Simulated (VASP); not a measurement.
Runs of VASP 6.6.1 on KCl. The structure is cubic, space group Fm-3m (No. 225). The conventional cell has a = 6.078 Å, b = 6.078 Å, c = 6.078 Å, α = 90.00°, β = 90.00°, γ = 90.00°. K (site symmetry m-3m) has 6 Cl at 3.04 Å as nearest neighbours. Around Cl (site symmetry m-3m) lie 6 K at 3.04 Å. 

| cell | target pressure | gap on the mesh (eV) | pressure (GPa) |
| --- | --- | --- | --- |
| relaxed to 1.2 GPa | 1.2 GPa | 5.37 | 1.9 |
| relaxed to 3 GPa | 3 GPa | (a) | 2.7 |
| relaxed to 4 GPa | 4 GPa | 5.60 | 3.8 |
| relaxed to 0.0001 GPa | 0.0001 GPa | 5.16 | 0.4 |
| relaxed to 2 GPa | 2 GPa | 5.37 | 1.9 |

Alike in all rows: task relaxation of cell and atoms; level PBEsol; potentials or basis VASP PAW PBE potentials, release 64 (K_sv, Cl); no spin polarisation; k mesh 12 × 12 × 12; cutoff (eV) 520; smearing gaussian 0.1 eV.

Task: Estimate the missing entries.

Result: (a) 5.48.

Caveats: the cell is relaxed towards a set pressure, so the enthalpy falls and the energy may rise; the PAW data sets were made with another functional, which shifts forces and pressure a little; the relaxation stopped at its first step, so nothing moved (some runs).

A k mesh can miss the band edges.
